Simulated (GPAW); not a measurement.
Runs of GPAW 26.7.0 on Y. Symmetry: P6_3/mmc, No. 194, hexagonal system. The conventional cell has a = 3.647 Å, b = 3.647 Å, c = 5.731 Å, α = 90.00°, β = 90.00°, γ = 120.00°. Around Y (site symmetry -6m2) lie 12 Y at 3.56 to 3.65 Å. 

```tsv
task	level	potentials or basis	spin	cell	optimizer	fmax	max steps	target pressure	band path	gap on the mesh (eV)	pressure (GPa)	relaxed volume (Å³/atom)
relaxation of cell and atoms	revPBE+D3(BJ)	the program's PAW data sets (release 1.2.1) made for this functional, pw	off	relaxed to 5 GPa	BFGS	0.02 eV/Å	40	5 GPa	-	none	5.0	-
relaxation of cell and atoms	LDA	the program's PAW data sets (release 1.2.1) made for this functional, pw	off	relaxed	BFGS	0.02 eV/Å	100	-	-	none	0.0	(a)
relaxation of cell and atoms	r2SCAN	GPAW PAW data sets (gpaw-data 1.2.1), pw	off	relaxed	BFGS	0.02 eV/Å	100	-	-	none	0.0	33.45
band structure	rSCAN	GPAW PAW data sets (gpaw-data 1.2.1), pw	SOC, no magnetisation	as given	-	-	-	-	GMKGALHA,LM,KH	-	0.4	-
relaxation of cell and atoms	PBEsol	PAW data sets generated in the run's folder for this functional, pw	off	relaxed	FIRE	0.05 eV/Å	40	-	-	none	0.1	31.34
```

Alike in all rows: k mesh 6 × 6 × 4; cutoff (eV) 600; smearing fermi-dirac 0.05 eV.

Estimate the missing entries.

(a) 30.01.

Caveats: later steps reuse the first step's grids (some runs); the PAW data sets were made with another functional, which shifts forces and pressure a little (some runs); pairwise dispersion overbinds metals, which lowers pressure and volume (some runs); spin-orbit coupling was added after a scalar SCF, so levels and gaps hold it while energy, forces, pressure and moments don't (some runs); this program's spin-orbit splittings come out too wide for heavy elements (some runs).

A k mesh can miss the band edges, and rows without SOC leave out spin-orbit coupling on Y.

A gap of «none» marks a metal or a gap under the smearing width.
